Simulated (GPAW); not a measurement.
**NaCl (Fm-3m): G0W0 on several meshes in GPAW**

How does the mesh move the gap of NaCl (Fm-3m)?

Method: PBE and many-body steps on it, plane waves, in GPAW 26.7.0.

Most raw output is cut from this account.

The database entry behind the starting cell differs from later determinations by our own check (an axis about 0.4 % short against later determinations), so it need not match the best structure at ambient conditions.

### 1. Starting point

It takes space group Fm-3m (No. 225, cubic). The conventional cell has a = 5.620 Å, b = 5.620 Å, c = 5.620 Å, α = 90.00°, β = 90.00°, γ = 90.00°. Nearest to Na lie 6 Cl at 2.81 Å. Cl has 6 Na at 2.81 Å nearest. Farther neighbours and most contacts between anions are not listed.

Coordinates:

```
Na Cl
1.0
     0.00000    2.81000    2.81000
     2.81000    0.00000    2.81000
     2.81000    2.81000    0.00000
Na Cl
1 1
Direct
  0.00000 0.00000 0.00000
  0.50000 0.50000 0.50000
```

The cell and positions come from the Crystallography Open Database and are kept as given unless a step says otherwise.

### 2. Empty states on the mesh, 6×6×6 mesh, 669 bands

This step: GPAW 26.7.0; DFT, PBE, plane waves, PAW.

The sums over transitions need many empty states on a uniform mesh; this step solves for them.

run.py

```python
import json
import numpy as np
from gpaw.mpi import world
from gpaw import GPAW

calc = GPAW('gs.gpw').fixed_density(kpts={'size': (6, 6, 6), 'gamma': True},
    parallel={'domain': 1, 'band': 1},
    txt='nscf.txt')
calc.diagonalize_full_hamiltonian(nbands=669)
calc.write('full.gpw', mode='all')
res = {}
kpts = calc.get_ibz_k_points()
res['kpts'] = kpts
res['eigenvalues'] = [calc.get_eigenvalues(kpt=k) for k in range(len(kpts))]
res['n_electrons'] = calc.get_number_of_electrons()

if world.rank == 0:
    with open('result.json', 'w') as f:
        json.dump(res, f, default=lambda x: x.tolist())
```

Run with:

```sh
mpirun -n 12 gpaw python run.py
```

Wall time 7.7 s (12 MPI ranks of Arm Neoverse V1, shared host); peak memory 2.5 GiB.

This step gave:

* gap: 5.159 eV
* k of the valence top: 0, 0, 0
* k of the conduction bottom: 0, 0, 0
* least direct gap: 5.159 eV
* k points computed: 16
* lowest point of the top converged band, above the valence top: 343.5252 eV

On this mesh the gap is 5.159 eV.

### 3. 6×6×6

Now the one-shot GW correction: screening in the RPA, then the self-energy of the levels asked for.

This step: G0W0 on PBE, plane waves, PAW.

run.py

```python
import json
import numpy as np
from gpaw.mpi import world
from gpaw.response.g0w0 import G0W0

gw = G0W0('full.gpw',
    filename='gw',
    kpts=[0],
    bands=(5, 9),
    ecut=105,
    nbands=108,
    integrate_gamma='WS',
    ppa=True)
gw.calculate()
res = {mode: {k: v for k, v in r.items() if k != 'sigma_eskwn'}
       for mode, r in gw.all_results.items()}

if world.rank == 0:
    with open('result.json', 'w') as f:
        json.dump(res, f, default=lambda x: x.tolist())
```

Run with:

```sh
mpirun -n 12 gpaw python run.py
```

Wall time 33 s (12 MPI ranks); peak memory 2.9 GiB; 6.6 min of CPU time.

Numbers from this step:

| Quantity | Value |
| --- | --- |
| G0W0 gap on the points computed | 7.885 eV |
| least direct G0W0 gap on the computed points | 7.885 eV |
| Z at the valence top | 0.8178 |
| Z at the conduction bottom | 0.8689 |
| starting gap on the mesh | 5.159 eV |
| k of the valence top | 0, 0, 0 |
| k of the conduction bottom | 0, 0, 0 |

The gap on the mesh goes from 5.16 eV to 7.88 eV, a correction of +2.73 eV.

### 4. Empty states on the mesh, 8×8×8 mesh, 118 bands

This step: DFT, PBE, plane waves, PAW.

run.py

```python
import json
import numpy as np
from gpaw.mpi import world
from gpaw import GPAW

calc = GPAW('gs.gpw').fixed_density(kpts={'size': (8, 8, 8), 'gamma': True},
    parallel={'domain': 1, 'band': 1},
    txt='nscf.txt')
calc.diagonalize_full_hamiltonian(nbands=118)
calc.write('full.gpw', mode='all')
res = {}
kpts = calc.get_ibz_k_points()
res['kpts'] = kpts
res['eigenvalues'] = [calc.get_eigenvalues(kpt=k) for k in range(len(kpts))]
res['n_electrons'] = calc.get_number_of_electrons()

if world.rank == 0:
    with open('result.json', 'w') as f:
        json.dump(res, f, default=lambda x: x.tolist())
```

Run with:

```sh
mpirun -n 12 gpaw python run.py
```

Elapsed: 8.4 s, on 12 MPI ranks; peak memory 2.6 GiB.

This step gave:

| Item | Value |
| --- | --- |
| gap | 5.159 eV |
| k of the valence top | 0, 0, 0 |
| k of the conduction bottom | 0, 0, 0 |
| least direct gap | 5.159 eV |
| k points computed | 29 |
| lowest point of the top converged band, above the valence top | 100.4940 eV |

On this mesh the gap is 5.159 eV.

### 5. 8×8×8

This step: G0W0 on PBE, plane waves, PAW.

run.py

```python
import json
import numpy as np
from gpaw.mpi import world
from gpaw.response.g0w0 import G0W0

gw = G0W0('full.gpw',
    filename='gw',
    kpts=[0],
    bands=(5, 9),
    ecut=105,
    nbands=108,
    integrate_gamma='WS',
    ppa=True)
gw.calculate()
res = {mode: {k: v for k, v in r.items() if k != 'sigma_eskwn'}
       for mode, r in gw.all_results.items()}

if world.rank == 0:
    with open('result.json', 'w') as f:
        json.dump(res, f, default=lambda x: x.tolist())
```

Run with:

```sh
mpirun -n 12 gpaw python run.py
```

It took 93 s on 12 MPI ranks; peak memory 3.3 GiB.

This step gave:

```
G0W0 gap on the points computed              : 7.884 eV
least direct G0W0 gap on the computed points : 7.884 eV
Z at the valence top                         : 0.8180
Z at the conduction bottom                   : 0.8690
starting gap on the mesh                     : 5.159 eV
k of the valence top                         : 0, 0, 0
k of the conduction bottom                   : 0, 0, 0
```

Against G0W0 in GPAW (6×6×6 mesh, 108 bands, screening to 105 eV, Godby-Needs plasmon pole), the gap moves by −0.001 eV.

### 6. Side by side

Times are wall times on 12 MPI ranks of Arm Neoverse V1, shared host, good to a factor of about two.

| run | mesh | bands | screening cutoff (eV) | DFT gap (eV) | gap on the mesh (eV) | direct (eV) | time |
| --- | --- | --- | --- | --- | --- | --- | --- |
| 6×6×6 | 6×6×6 | 108 | 105 | 5.159 | 7.885 | 7.885 | 33 s |
| 8×8×8 | 8×8×8 | 108 | 105 | 5.159 | 7.884 | 7.884 | 93 s |

### 7. Summary of results

```
6×6×6        : 7.885 eV
8×8×8        : 7.884 eV
known limits : not at the basis limit
```

What this shows: 8×8×8: −0.001 eV against 6×6×6. Bands and cutoff are finite, so the gap is not at the basis limit. The miss can reach some tenths of an eV and take either sign; the mesh is an error of its own. These stock PAW sets were not made for GW. In the G0W0 runs levels were corrected at 1 k point alone, so a gap called «on the mesh» is the least over those, and an edge elsewhere would be missed.

[Paths, hosts, dates, memory and timing lines, banners, echoed tables and standing remarks are left out of the program output.]

[Logs are printed without paths, hosts, clocks, repeated set-up lines and the standing remarks that a program may print on its own settings, such as how far it seeks lower states.]

[Runs of the session that timed out or met a known fault of the program may be left out.]

[Hosts, paths, dates, database ids (printed as entryN), source tags and the programs' standing remarks are cut or masked in the printed files.]
